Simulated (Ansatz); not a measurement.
ZnCu:

```xyz
2
Lattice="2.9450 0.0000 0.0000 0.0000 2.9450 0.0000 0.0000 0.0000 2.9450" Properties=species:S:1:pos:R:3 pbc="T T T"
Zn    1.4725    1.4725    1.4725
Cu    0.0000    0.0000    0.0000
```

| Item | Value |
| --- | --- |
| Program | Ansatz 0.2.0 |
| Task | relaxation of cell and atoms |
| Functional | PBEsol |
| Dispersion | D3(BJ)-ATM |
| Potentials or basis | Ansatz PAW |
| Cutoff | 420 eV (not typed: the program's choice for these potentials) |
| k mesh | 9 × 9 × 9 |
| Occupations | fermi-dirac, width 0.05 eV |
| Spin | no spin polarisation |

At the start: volume 12.77 Å³/atom.

How do energy, volume and symmetry change on relaxing?

It ends after 5 steps and the volume is 11.92 Å³/atom (-6.6 %); space group Pm-3m (No. 221, to 0.05 Å).

Step by step:
| step | energy change (eV) | largest force (eV/Å) | volume (Å³) |
| --- | --- | --- | --- |
| 1 | 0.0000 | 0.0000 | 25.54 |
| 2 | -0.0432 | 0.0000 | 24.47 |
| 3 | -0.0511 | 0.0000 | 23.75 |
| 4 | -0.0512 | 0.0000 | 23.85 |
| 5 | -0.0497 | 0.0000 | 23.85 |

Final structure:
```yaml
crystal:
  lattice:
    - [2.87847, 0.00000, 0.00000]
    - [0.00000, 2.87847, 0.00000]
    - [0.00000, 0.00000, 2.87847]
  atoms:
    - { symbol: Zn, position: [0.50000, 0.50000, 0.50000] }
    - { symbol: Cu, position: [0.00000, 0.00000, 0.00000] }
```

Caveat: the plane-wave basis is chosen anew once the cell has moved, so the energies of steps on either side of that aren't comparable; pairwise dispersion overbinds metals, which lowers pressure and volume; the PAW data sets come from PBE, with cores solved anew for the run's functional, which leaves a small shift of forces and pressure.
